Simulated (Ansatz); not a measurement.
**Ge: input and output**

The input, for Ansatz 0.2.0 (plane waves, PAW):

```yaml
crystal:
  lattice:
    - [2.686742, 0.0, 0.0]
    - [-1.343371, 2.326788, 0.0]
    - [0.0, 0.0, 4.33589]
  atoms:
    - { symbol: Ge, position: [0.3333, 0.6667, 0.25] }
    - { symbol: Ge, position: [0.6666, 0.3333, 0.75] }
  symmetry: { tolerance: 0.0003 }
kpoints:
  mp_grid: { grid: [14, 14, 8], shift: [0, 0, 0] }
  band_path:
    path:
      - [0.0, 0.0, 0.0]
      - [0.49999991, 1.3e-07, 0.0]
      - [0.33333327, 0.33333352, 0.0]
      - [0.0, 0.0, 0.0]
      - [0.0, 0.0, 0.5]
      - [0.49999991, 1.3e-07, 0.5]
      - [0.33333327, 0.33333352, 0.5]
      - [0.0, 0.0, 0.5]
      - [0.49999991, 1.3e-07, 0.5]
      - [0.49999991, 1.3e-07, 0.0]
      - [0.33333327, 0.33333352, 0.5]
    npoints: 6
magnetization:
  spin_polarized: false
scf:
  occupations: { method: fermi_dirac }
  lower_state_search: "off"
  max_iter: 200
hamiltonian:
  pseudopotentials: { kind: paw }
  xc: mr2scan
basis:
  ecutwfc: 500
  fft_grid_basis: typed
output:
  forces: true
  stress: true
  eigenvalues: true
  bader: true
  populations: true
  elf: true
  write_potential: true
  volumetric_format: npy
  dos:
    e_range: [-12, 8]
    de: 0.05
    projected: { site_lists: { Ge: [Ge] } }
checkpoint:
  read: saved_state
```

The saved state is an earlier solution for the same cell, perhaps on another mesh. 

Parts of the output:

```
Warning: the atoms were moved onto the symmetric positions of the space group found under crystal.symmetry.tolerance 3.0e-4 (fractional; no operation is sought that the atoms, as they stand in a round, miss by more than twice it, and no atom is moved by as much as it), and the run uses the moved positions.
Pseudopotentials: kind: paw
Pseudopotential: Ge, paw, valence charge 14, recommended cutoff 500 eV (meta_gga), Ge.paw.azcp
Functional definition: m-r2SCAN
  exchange = m_r2scan_x
  correlation = m_r2scan_c
Crystal: 2 atoms, lattice volume = 27.106 Å³
Basis set: ecut = 500 eV, 687 PW (Γ), exchange–correlation on 80×80×128 points (64 copies of the dense FFT grid, shifted against one another)
Bands: 18, of which v1, the nominal top of the filled ones, is band 14 counted from 1 (13 counted from 0)
Symmetry: 24 space group operations
Space group: P63/mmc (ITA 194), of the structure as read, at distance tolerance 9.0e-4 Å
k-points: 120 of 1568
Initial density: read from a saved state, or passed on in memory by an earlier SCF of this step, an earlier step, the calling program or the single point that the run made first
Functional: x = mr2scan, c = mr2scan; τ floored in thin density (d = 2e-4 eV/Å³)
SCF iter   1: F=-8603.5415 eV  Δρ=1.60e-3  dr2=1.72e-4  dr2_τ=6.47e-5
SCF iter   2: F=-8603.5415 eV  Δρ=8.24e-4  dr2=4.47e-5  dr2_τ=1.69e-6
SCF iter   3: F=-8603.5415 eV  Δρ=4.10e-5  dr2=2.19e-7  dr2_τ=7.02e-9
SCF iter   4: F=-8603.5415 eV  Δρ=1.62e-5  dr2=3.13e-8  dr2_τ=5.71e-10
Free energy (F): -8603.5415 eV
Harris-Foulkes:  -8603.5415 eV  (|F-HF|=1.77e-7)
Internal energy: -8603.5164 eV  (E = F + TS)
E sigma→0 (E₀):  -8603.5290 eV
Entropy (-TS):   -0.0251 eV (-12.540 meV/atom)
Fermi energy:    17.0040 eV
--- Per-component energies (eV) ---
  E_band       = -96.0416
  E_kinetic    = 231.5298
  E_local      = -3702.0162  (includes V_loc(G=0)·N_el)
  E_nonlocal   = 837.7076
  E_hartree    = 1657.0387
  E_xc         = -143.4192
  E_vxc        = -143.9556  (∫ρ·V_xc dr)
  E_paw        = -4063.3686  (= ΣΔE_a)
  E_vpaw       = -641.7597  (= ΣTr[D̂ρ^β])
  E_aug_tail   = 0.0000  (compensation charges beyond the density's cutoff)
  E_vtau       = 8.3787  (kinetic-family band-sum trace: ∫τ·v_τ [+ j·A + Jᵃ·Aᵃ] dr)
  E_ewald      = -3418.8171
  E_core_change = -2.1715  (= ΣΔE_core)
  E_smearing   = -0.0251  (= −TS)
--- Stress (GPa, compression-positive) ---
       45.4232       0.0000       0.0000
        0.0000      45.4232       0.0000
        0.0000       0.0000      47.4538
  P = ⅓ Tr σ = 46.1000 GPa (461.000 kbar)
--- Löwdin populations: 2 sites ---
  site symbol       q [e]
     0     Ge     13.9489
     1     Ge     13.9489
  spilling = 0.0037 (of n_electrons = 28.0000)
```

Origin: a known structure type with other elements, at an estimated volume, so it need not be a known compound. Caveats: atoms or cell far from equilibrium; m-r2SCAN is r2SCAN with a changed spin dependence that lowers moments.
